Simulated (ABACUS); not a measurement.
The system is GaSb.

```
Sb Ga
1.0
     0.00000    3.05900    3.05900
     3.05900    0.00000    3.05900
     3.05900    3.05900    0.00000
Sb Ga
1 1
Cartesian
  4.5885 4.5885 4.5885
  0.0000 0.0000 0.0000
```

Base run:

```yaml
Program: ABACUS 3.10.1
Functional: PBE
Potentials_or_basis: PseudoDojo NC SR 0.4.1 PBE standard
Cutoff: 1361 eV
Density_cutoff: 5442 eV
Basis: DZP LCAO (the cutoffs set its grid)
k_mesh: 8 × 8 × 8
Occupations: fermi-dirac, width 0.05 eV
Spin: no spin polarisation
```

Its results: band gap on the k mesh 0.16 eV, direct; pressure 3.4 GPa.

Task: The run is repeated on the same cell with these changes: basis from DZP LCAO (the cutoffs set its grid) to TZDP LCAO (the cutoffs set its grid); orbital files from Sb Sb_confined-atom_8au_2s2p2d.orb, Ga Ga_confined-atom_8au_2s2p2d.orb to Sb Sb_confined-atom_8au_3s3p3d1f.orb, Ga Ga_confined-atom_8au_3s3p3d1f.orb. What comes out?

Result: Band gap on the k mesh 0.09 eV, direct; pressure 2.8 GPa.

Caveats: the atomic orbitals were generated for these runs and aren't a published set; spin-orbit coupling is left out, which moves the levels of the heavy elements; the basis of atomic orbitals isn't converged, which shifts pressures, moduli and gaps.

A k mesh can miss the band edges.
